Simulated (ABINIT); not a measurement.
Crystal: Sb.

```xyz
2
Lattice="2.1542 1.2437 3.7580 -2.1542 1.2437 3.7580 0.0000 -2.4875 3.7580" Properties=species:S:1:pos:R:3 pbc="T T T"
Sb    0.0000    0.0000    8.6416
Sb    0.0000    0.0000    2.6324
```

Base run:

* Program: ABINIT 10.8.3 (patched build)
* Functional: LDA
* Potentials or basis: PseudoDojo NC SR LDA v0.4.1 standard
* Cutoff: 1088 eV
* k mesh: 6 × 6 × 6
* Occupations: fermi-dirac, width 0.05 eV
* Spin: no spin polarisation

Its results: band gap on the k mesh none (metal or under the smearing width); pressure -1.2 GPa; largest force 0.062 eV/Å.

Question: The run is repeated on the same cell with these changes: functional from LDA to PBE; potentials or basis from PseudoDojo NC SR LDA v0.4.1 standard to PseudoDojo NC SR PBE v0.4.1 standard. What comes out?

Answer: Band gap on the k mesh none (metal or under the smearing width); pressure 2.7 GPa; largest force 0.094 eV/Å.
